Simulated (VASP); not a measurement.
Mg: relaxation of cell and atoms with vdW-DF2

Crystal: Mg.

```
Mg
1.0
     3.20930    0.00000    0.00000
    -1.60465    2.77934    0.00000
     0.00000    0.00000    5.21030
Mg
2
Direct
  0.66667 0.33333 0.75000
  0.33333 0.66667 0.25000
```

```json
{"Program": "VASP 6.6.1", "Task": "relaxation of cell and atoms", "Functional": "vdW-DF2", "Potentials or basis": "VASP PAW PBE potentials, release 64 (Mg)", "Cutoff": "600 eV", "k mesh": "10 × 10 × 5", "Occupations": "fermi-dirac, width 0.05 eV", "Spin": "no spin polarisation", "Further INCAR settings": "ALGO = Fast; EDIFF = 1e-07; IBRION = 2; EDIFFG = -0.01; NSW = 40; ISIF = 3"}
```

The relaxed volume is 22.93 Å³/atom. The relaxed cell is a = 3.160 Å, b = 3.160 Å, c = 5.302 Å, α = 90.00°, β = 90.00°, γ = 120.00°, the space group after relaxing (to 0.05 Å) is P6_3/mmc (No. 194) and the energy gained by relaxing is 3.2 meV/atom. The ionic steps are 7, the pressure after relaxing is 0.0 GPa and the band gap on the k mesh is none (metal or under the smearing width).

The path:
| step | energy change (eV) | largest force (eV/Å) | pressure (GPa) | volume (Å³) |
| --- | --- | --- | --- | --- |
| 1 | 0.0000 | 0.0000 | -0.43 | 46.47 |
| 2 | -0.0034 | 0.0000 | -0.14 | 46.05 |
| 3 | -0.0056 | 0.0000 | 0.26 | 45.51 |
| 4 | -0.0056 | 0.0000 | 0.32 | 45.42 |
| 5 | -0.0063 | 0.0000 | 0.13 | 45.69 |
| 6 | -0.0063 | 0.0000 | 0.06 | 45.79 |
| 7 | -0.0063 | 0.0000 | 0.01 | 45.86 |

Final structure:
```xyz
2
Lattice="3.1605 0.0000 0.0000 -1.5802 2.7370 0.0000 0.0000 0.0000 5.3019" Properties=species:S:1:pos:R:3 pbc="T T T"
Mg    1.5802    0.9123    3.9764
Mg    0.0000    1.8247    1.3255
```

Levels at points of the mesh, in eV from the Fermi level:
| k point | band 1 | band 2 | band 3 | band 4 | band 5 |
| --- | --- | --- | --- | --- | --- |
| (0.00, 0.00, 0.00) | -6.98 | -1.83 | -1.66 | 11.24 | 11.24 |
| (0.50, 0.00, 0.00) | -2.10 | -2.06 | 2.60 | 2.97 | 3.01 |

Wall time 2.7 min on 1 thread of Intel(R) Xeon(R) 6975P-C (Granite Rapids) (shared host), peak memory 0.39 GiB.

Caveat: the PAW data sets were made with another functional, which shifts forces and pressure a little.
